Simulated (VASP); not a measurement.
# Se (Pm-3m) in VASP: notebook

Runs on Se. Level: PBE. Tasks: single point.

Everything below comes from runs of VASP 6.6.1. Logs are shortened: lines on timing, memory, paths and dates and some standing lists are left out, and cuts for length are marked.

### Step 1. Starting point

It takes space group Pm-3m (No. 221, cubic). The conventional cell has a = 2.811 Å, b = 2.811 Å, c = 2.811 Å, α = 90.00°, β = 90.00°, γ = 90.00°. Se (site symmetry m-3m) is surrounded by 6 Se at 2.81 Å.

This isn't the form of Se at room conditions, which is trigonal, of chains.

### Step 2. Single point, PBE

Input file INCAR:

```
ADDGRID = F
ALGO = Normal
EDIFF = 1E-6
ENCUT = 400
GGA = PE
ISIF = 2
ISMEAR = 0
LASPH = T
LCHARG = F
LREAL = F
LWAVE = F
NELM = 100
PREC = Accurate
SIGMA = 0.05
```

Input file KPOINTS:

```
k-points
0
Gamma
  6 6 6
```

Input file POSCAR:

```
Se
1.0
    2.8105630200      0.0000000000      0.0000000000
    0.0000000000      2.8105630200      0.0000000000
    0.0000000000      0.0000000000      2.8105630200
Se
1
Direct
    0.0000000000      0.0000000000      0.0000000000
```

Potentials or basis: VASP PAW PBE potentials, release 64 (Se).

Launch:

```bash
cat potpaw_PBE.64/Se/POTCAR > POTCAR
mpirun -np 1 vasp_std > vasp.out
```

OUTCAR:

```text
EDIFF = 1E-6
   ENCUT = 400
   GGA = PE
   ISIF = 2
   ISMEAR = 0
   LASPH = T
   LREAL = F
   NELM = 100
   PREC = Accurate

 Found     20 irreducible k-points:

 Following reciprocal coordinates:
            Coordinates               Weight
  0.000000  0.000000  0.000000      1.000000
  0.166667  0.000000  0.000000      6.000000
  0.333333  0.000000  0.000000      6.000000
  0.500000  0.000000  0.000000      3.000000
  0.166667  0.166667  0.000000     12.000000
  0.333333  0.166667  0.000000     24.000000
   k-points           NKPTS =     20   k-points in BZ     NKDIM =     20   number of bands    NBANDS=      7
   number of dos      NEDOS =    301   number of ions     NIONS =      1
   total plane-waves  NPLWV =   5832
   dimension x,y,z NGX =    18 NGY =   18 NGZ =   18
   dimension x,y,z NGXF=    36 NGYF=   36 NGZF=   36
   ions per type =               1
   NGX,Y,Z   is equivalent  to a cutoff of  10.65, 10.65, 10.65 a.u.
   NGXF,Y,Z  is equivalent  to a cutoff of  21.29, 21.29, 21.29 a.u.
 SYSTEM =  unknown system
   PREC   = accura    normal or accurate (medium, high low for compatibility)
   ISTART =      0    job   : 0-new  1-cont  2-samecut
   ICHARG =      2    charge: 1-file 2-atom 10-const
   ISPIN  =      1    spin polarized calculation?
   LNONCOLLINEAR =      F non collinear calculations
   LSORBIT =      F    spin-orbit coupling
   LASPH  =      T    aspherical Exc in radial PAW
   ENCUT  =  400.0 eV  29.40 Ry    5.42 a.u.   4.58  4.58  4.58*2*pi/ulx,y,z
   NELM   =    100;   NELMIN=  2; NELMDL= -5     # of ELM steps
   EDIFF  = 0.1E-05   stopping-criterion for ELM
   LREAL  =      F    real-space projection
   EDIFFG = 0.1E-04   stopping-criterion for IOM
   NSW    =      0    number of steps for IOM
   IBRION =     -1    ionic relax: 0-MD 1-quasi-New 2-CG
   NFREE  =      0    steps in history (QN), initial steepest desc. (CG)
   ISIF   =      2    stress and relaxation
   ISYM   =      2    0-nonsym 1-usesym 2-fastsym
   POTIM  = 0.5000    time-step for ionic-motion
   TEBEG  =    0.0;   TEEND  =   0.0 temperature during run
   PSTRESS=    0.0 pullay stress
   NELECT =       6.0000    total number of electrons
   NUPDOWN=      -1.0000    fix difference up-down
   EMIN   =  10.00;   EMAX   =-10.00  energy-range for DOS
   EFERMI =   0.00;   METHOD = LEGACY
   ISMEAR =     0;   SIGMA  =   0.05  broadening in eV -4-tet -1-fermi 0-gaus
   EFERMI_NEDOS =   21; number of points for ismear=-14 and -15
   IALGO  =     38    algorithm
   IMIX   =      4    mixing-type and parameters
     AMIX     =   0.40;   BMIX     =  1.00
     AMIX_MAG =   1.60;   BMIX_MAG =  1.00
  volume/ion in A,a.u.               =      22.20       149.82
  Fermi-wavevector in a.u.,A,eV,Ry     =   1.058438  2.000157 15.242472  1.120290
  Thomas-Fermi vector in A             =   2.193747
   LORBIT       =      0    0 simple, 1 ext, 2 COOP (PROOUT), +10 PAW based schemes
   GGA     = PE    functional components
   LHFCALC =     F    Hartree Fock is set to
   AEXX    =    0.0000 exact exchange contribution
   IVDW    =     0    specifies the selected vdW correction
   LEPSILON=     F    determine dielectric tensor
   LRPA    =     F    only Hartree local field effects (RPA)
 non-spin polarized calculation
 Gauss-broadening in eV      SIGMA  =   0.05
  energy-cutoff  :      400.00
  volume of cell :       22.20
 maximum number of plane-waves:       437
   NGX =  9   NGY =  9   NGZ =  9

 number of electron       6.0000006 magnetization

 Free energy of the ion-electron system (eV)
  ---------------------------------------------------
  ext. energy  EPLUGINS =         0.00000000
  ---------------------------------------------------
  free energy    TOTEN  =        -3.16692068 eV

  energy without entropy =       -3.16442369  energy(sigma->0) =       -3.16567218

 E-fermi :   4.9035     XC(G=0): -10.0029

 val. band max:        4.7152410148   @ k =   0.3333   0.1667   0.1667
 cond. band min:       4.9273176151   @ k =   0.3333   0.1667   0.1667
 fundamental gap:      0.2120766002
 Fermi energy:         4.9034696571

 k-point     1 :       0.0000    0.0000    0.0000
  band No.  band energies     occupation
      1     -11.2961      2.00000
      2       6.3173      0.00000
      3       6.3173      0.00000
      4       6.3173      0.00000
      5      12.6430      0.00000
      6      12.6430      0.00000
      7      12.8676      0.00000

 k-point     2 :       0.1667    0.0000    0.0000
  band No.  band energies     occupation
      1     -10.9019      2.00000
      2       3.2575      2.00000
      3       6.6237      0.00000
      4       6.6237      0.00000
      5      13.0392      0.00000
      6      13.2736      0.00000
      7      16.5518      0.00000

 k-point     3 :       0.3333    0.0000    0.0000
  band No.  band energies     occupation
      1      -9.8915      2.00000
      2      -0.5007      2.00000
      3       7.3398      0.00000
      4       7.3398      0.00000
      5      14.0702      0.00000
      6      14.6916      0.00000
      7      19.6280      0.00000

 k-point     4 :       0.5000    0.0000    0.0000
  band No.  band energies     occupation
      1      -9.1715      2.00000
      2      -2.1918      2.00000
      3       7.7733      0.00000
      4       7.7733      0.00000
      5      14.8295      0.00000
      6      16.5907      0.00000
      7      17.5139      0.00000

 k-point     5 :       0.1667    0.1667    0.0000
  band No.  band energies     occupation
      1     -10.5082      2.00000
      2       3.5732      2.00000
      3       3.6509      2.00000
      4       6.9265      0.00000
      5      13.5769      0.00000
      6      16.2895      0.00000
      7      17.1044      0.00000

 k-point     6 :       0.3333    0.1667    0.0000
  band No.  band energies     occupation
      1      -9.4990      2.00000
      2      -0.1266      2.00000
      3       4.4807      2.00000
      4       7.6323      0.00000
      5      14.2836      0.00000
      6      15.2640      0.00000
      7      18.6860      0.00000

 [... further k-points ...]
[... 5 lines left out ...]
  --------------------------------------------------------------------------------------
  -------------------------------------------------------------------------------------
  Total        0.1420101      0.1420101      0.1420101      0.0000000     -0.0000000      0.0000000
  in kB       10.2482554     10.2482554     10.2482554      0.0000000     -0.0000000      0.0000000
  external PRESSURE =      10.2482554 kB  Pullay stress =       0.0000000 kB

 VOLUME and BASIS-vectors are now :
 -----------------------------------------------------------------------------
  energy-cutoff  :      400.00
  volume of cell :       22.20
      direct lattice vectors                 reciprocal lattice vectors
     2.810563020  0.000000000  0.000000000     0.355800597  0.000000000  0.000000000
     0.000000000  2.810563020  0.000000000     0.000000000  0.355800597  0.000000000
     0.000000000  0.000000000  2.810563020     0.000000000  0.000000000  0.355800597

 POSITION                                       TOTAL-FORCE (eV/Angst)
 -----------------------------------------------------------------------------------
      0.00000      0.00000      0.00000         0.000000      0.000000      0.000000
 -----------------------------------------------------------------------------------
    total drift:                                0.000000      0.000000      0.000000

  FREE ENERGIE OF THE ION-ELECTRON SYSTEM (eV)
  ---------------------------------------------------
  free  energy   TOTEN  =        -3.1669206780 eV

  energy  without entropy=       -3.1644236910  energy(sigma->0) =       -3.16567218
```

Wall time 1.5 s (1 thread of Intel Xeon 6975P-C (Granite Rapids), shared host); peak memory 0.11 GiB.

These settings aren't checked as converged: the numbers below hold their error.

What came out:

```
Free energy            : -3.1669 eV
Pressure               : 1.0 GPa
Band gap on the k mesh : none (metal or under the smearing width)
```

Caveat: the k mesh is coarse (spacing up to 0.37 Å⁻¹), so the values aren't converged.

### Step 3. Single point, PBE

Changes to INCAR since step 2:

```diff
@@ -3,3 +3,3 @@
 EDIFF = 1E-6
-ENCUT = 400
+ENCUT = 650
 GGA = PE
```

Input file KPOINTS:

```
k-points
0
Gamma
  5 5 5
```

POSCAR is that of step 2.

Potentials or basis: VASP PAW PBE potentials, release 64 (Se).

Launch:

```bash
cat potpaw_PBE.64/Se/POTCAR > POTCAR
mpirun -np 1 vasp_std > vasp.out
```

OUTCAR:

```text
EDIFF = 1E-6
   ENCUT = 650
   GGA = PE
   ISIF = 2
   ISMEAR = 0
   LASPH = T
   LREAL = F
   NELM = 100
   PREC = Accurate

 Found     10 irreducible k-points:

 Following reciprocal coordinates:
            Coordinates               Weight
  0.000000  0.000000  0.000000      1.000000
  0.200000  0.000000  0.000000      6.000000
  0.400000  0.000000  0.000000      6.000000
  0.200000  0.200000  0.000000     12.000000
  0.400000  0.200000  0.000000     24.000000
  0.400000  0.400000  0.000000     12.000000
   k-points           NKPTS =     10   k-points in BZ     NKDIM =     10   number of bands    NBANDS=      7
   number of dos      NEDOS =    301   number of ions     NIONS =      1
   total plane-waves  NPLWV =  13824
   dimension x,y,z NGX =    24 NGY =   24 NGZ =   24
   dimension x,y,z NGXF=    48 NGYF=   48 NGZF=   48
   ions per type =               1
   NGX,Y,Z   is equivalent  to a cutoff of  14.20, 14.20, 14.20 a.u.
   NGXF,Y,Z  is equivalent  to a cutoff of  28.39, 28.39, 28.39 a.u.
 SYSTEM =  unknown system
   PREC   = accura    normal or accurate (medium, high low for compatibility)
   ISTART =      0    job   : 0-new  1-cont  2-samecut
   ICHARG =      2    charge: 1-file 2-atom 10-const
   ISPIN  =      1    spin polarized calculation?
   LNONCOLLINEAR =      F non collinear calculations
   LSORBIT =      F    spin-orbit coupling
   LASPH  =      T    aspherical Exc in radial PAW
   ENCUT  =  650.0 eV  47.77 Ry    6.91 a.u.   5.84  5.84  5.84*2*pi/ulx,y,z
[... 50 lines left out ...]

 E-fermi :   4.4091     XC(G=0):  -9.9983

 val. band max:        4.3602003051   @ k =   0.4000   0.2000   0.2000
 cond. band min:       4.6525834993   @ k =   0.4000   0.2000   0.2000
 fundamental gap:      0.2923831942
 Fermi energy:         4.4090965314

 k-point     1 :       0.0000    0.0000    0.0000
  band No.  band energies     occupation
      1     -11.2950      2.00000
      2       6.3182      0.00000
      3       6.3182      0.00000
      4       6.3182      0.00000
      5      12.6451      0.00000
      6      12.6451      0.00000
      7      12.8758      0.00000
[... 41 lines left out ...]
 k-point     6 :       0.4000    0.4000    0.0000
  band No.  band energies     occupation
      1      -7.6610      2.00000
      2       0.1354      2.00000
      3       0.1795      2.00000
      4       8.7873      0.00000
      5       9.0087      0.00000
      6      17.3917      0.00000
      7      20.7102      0.00000

 [... further k-points ...]
[... 5 lines left out ...]
  --------------------------------------------------------------------------------------
  -------------------------------------------------------------------------------------
  Total        0.0193710      0.0193710      0.0193710      0.0000000     -0.0000000      0.0000000
  in kB        1.3979238      1.3979238      1.3979238      0.0000000     -0.0000000      0.0000000
  external PRESSURE =       1.3979238 kB  Pullay stress =       0.0000000 kB

 VOLUME and BASIS-vectors are now :
 -----------------------------------------------------------------------------
  energy-cutoff  :      650.00
  volume of cell :       22.20
      direct lattice vectors                 reciprocal lattice vectors
     2.810563020  0.000000000  0.000000000     0.355800597  0.000000000  0.000000000
     0.000000000  2.810563020  0.000000000     0.000000000  0.355800597  0.000000000
     0.000000000  0.000000000  2.810563020     0.000000000  0.000000000  0.355800597

 POSITION                                       TOTAL-FORCE (eV/Angst)
 -----------------------------------------------------------------------------------
      0.00000      0.00000      0.00000         0.000000      0.000000      0.000000
 -----------------------------------------------------------------------------------
    total drift:                               -0.000000      0.000000      0.000000

  FREE ENERGIE OF THE ION-ELECTRON SYSTEM (eV)
  ---------------------------------------------------
  free  energy   TOTEN  =        -3.1146663581 eV

  energy  without entropy=       -3.1125849143  energy(sigma->0) =       -3.11362564
```

OSZICAR:

```text
N       E                     dE             d eps       ncg     rms          rms(c)
DAV:   1     0.141118448889E+02    0.14112E+02   -0.33365E+03   140   0.889E+02
DAV:   2    -0.277071050753E+01   -0.16883E+02   -0.16411E+02   189   0.912E+01
DAV:   3    -0.310887125738E+01   -0.33816E+00   -0.33816E+00   161   0.151E+01
DAV:   4    -0.310931478711E+01   -0.44353E-03   -0.44353E-03   217   0.616E-01
DAV:   5    -0.310931535941E+01   -0.57230E-06   -0.57249E-06   168   0.153E-02    0.328E+00
DAV:   6    -0.311234200726E+01   -0.30266E-02   -0.10659E-03   210   0.282E-01    0.195E+00
DAV:   7    -0.311460451584E+01   -0.22625E-02   -0.23194E-03   140   0.419E-01    0.536E-02
DAV:   8    -0.311466199201E+01   -0.57476E-04   -0.10026E-04   203   0.843E-02    0.698E-03
DAV:   9    -0.311466545734E+01   -0.34653E-05   -0.26234E-06   161   0.138E-02    0.440E-03
DAV:  10    -0.311466635812E+01   -0.90078E-06   -0.23906E-06   182   0.105E-02
   1 F= -.31146664E+01 E0= -.31136256E+01  d E =-.208144E-02
```

stdout:

```text
POSCAR found type information on POSCAR Se
 POSCAR found :  1 types and       1 ions
 scaLAPACK will be used
 LDA part: xc-table for (Slater+PW92), standard interpolation
 POSCAR, INCAR and KPOINTS ok, starting setup
 FFT: planning ... GRIDC
 FFT: planning ... GRID_SOFT
 FFT: planning ... GRID
 WAVECAR not read
 entering main loop
```

Run time: 1.7 s. Hardware: 1 thread of Intel Xeon 6975P-C (Granite Rapids), shared host; peak memory 0.13 GiB.

The run converged, but some of its settings lie outside the range that counts as converged, so its numbers aren't taken as properties of the crystal.

Results:

```
Free energy            : -3.1147 eV
Pressure               : 0.1 GPa
Band gap on the k mesh : none (metal or under the smearing width)
```

Caveat: the k mesh is coarse (spacing up to 0.45 Å⁻¹), so the values aren't converged.

### Step 4. The reference run

An earlier run on the cell as given: functional PBE; potentials or basis VASP PAW PBE potentials, release 64 (Se); cutoff 520 eV; k mesh 9 × 9 × 9; occupations fermi-dirac, width 0.05 eV; no spin polarisation.

- Pressure: 2.0 GPa
- Band gap on the k mesh: none (metal or under the smearing width)
